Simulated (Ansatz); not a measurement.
AlSb:
```yaml
crystal:
  lattice:
    - [0.00000, 3.07856, 3.07856]
    - [3.07856, 0.00000, 3.07856]
    - [3.07856, 3.07856, 0.00000]
  atoms:
    - { symbol: Sb, position: [0.75000, 0.75000, 0.75000] }
    - { symbol: Al, position: [0.00000, 0.00000, 0.00000] }
```

PBEsol (plane waves, PAW; program Ansatz) gives a gap of 1.14 eV without spin–orbit coupling, maximum at Γ, minimum on the Γ–X line, 90 % of the way from Γ.

Problem. What happens when spin–orbit coupling is switched on?

Solution. The gap shrinks by 0.22 eV, to 0.92 eV; maximum at Γ, minimum on the Γ–X line, 90 % of the way from Γ.

Problem. How large is the spin–orbit splitting of the valence top at Γ?

Solution. The fourfold level lies 0.68 eV above the split-off pair.

Space group F-43m (zinc blende). Symmetry was held in the PBEsol relaxation.

Potentials: the later of the program's two PAW sets.
